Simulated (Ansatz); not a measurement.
C (Fd-3m): G0W0 and the choice of datasets

```yaml
crystal:
  lattice:
    - [0.00000, 1.78350, 1.78350]
    - [1.78350, 0.00000, 1.78350]
    - [1.78350, 1.78350, 0.00000]
  atoms:
    - { symbol: C, position: [0.00000, 0.00000, 0.00000] }
    - { symbol: C, position: [0.25000, 0.25000, 0.25000] }
```

Held fixed (Ansatz):

```
orbitals        : PBE
k mesh          : 4×4×4
empty bands     : 73
response cutoff : 200 eV
frequencies     : plasmon pole, fitted at 0 and 31.18i eV
q → 0 term      : analytic weight of Carrier, Rohra and Görling
band sums       : cut at the band count
```

The gap is read from Γ to k = (0, 0.25, 0.25), linearised, between the Kohn-Sham band edges among the points solved. The direct gap is read between the top filled and lowest empty Kohn-Sham band at Γ. ε∞ is the electronic dielectric constant on this mesh.

```json
{"datasets, wave cutoff": "all-electron, 2970 eV", "KS gap (eV)": "4.44", "G0W0 gap (eV)": "5.82", "direct at Γ (eV)": "7.27", "ε∞": "7.0"}
{"datasets, wave cutoff": "hard PAW, 700 eV", "KS gap (eV)": "4.44", "G0W0 gap (eV)": "5.82", "direct at Γ (eV)": "7.27", "ε∞": "7.0"}
{"datasets, wave cutoff": "hand-made PAW, accurate, 800 eV", "KS gap (eV)": "4.44", "G0W0 gap (eV)": "5.82", "direct at Γ (eV)": "7.27", "ε∞": "7.0"}
{"datasets, wave cutoff": "hand-made PAW, 820 eV", "KS gap (eV)": "4.44", "G0W0 gap (eV)": "5.82", "direct at Γ (eV)": "7.27", "ε∞": "7.0"}
{"datasets, wave cutoff": "JTH PAW, 700 eV", "KS gap (eV)": "4.43", "G0W0 gap (eV)": "5.78", "direct at Γ (eV)": "7.26", "ε∞": "7.0"}
{"datasets, wave cutoff": "soft PAW (1st gen.), 420 eV", "KS gap (eV)": "4.44", "G0W0 gap (eV)": "?", "direct at Γ (eV)": "?", "ε∞": "?"}
{"datasets, wave cutoff": "norm-conserving, 1116 eV", "KS gap (eV)": "4.44", "G0W0 gap (eV)": "5.80", "direct at Γ (eV)": "7.30", "ε∞": "7.0"}
```

Q: Fill in the row for soft PAW (1st gen.), 420 eV.

A: G0W0 gap 5.81 eV, direct at Γ 7.26 eV, ε∞ 7.0.

The cell is a model at fixed atoms and needn't be the relaxed known crystal. Soft PAW datasets can miss an all-electron G0W0 gap by more than 5 %. With norm-conserving pseudopotentials the core–valence exchange is only approximate, which can shift gaps by tenths of an eV and RPA lattice constants by most of a per cent. Points k are given in fractions of the reciprocal vectors. The mesh is coarse, so these are values at the stated settings, not converged ones. Band sums or response are cut, so the gap isn't at its basis limit. The gap is read on the mesh, and the crystal's band edges can lie off it. Meshes this coarse can overestimate the dielectric constant by a tenth and more.
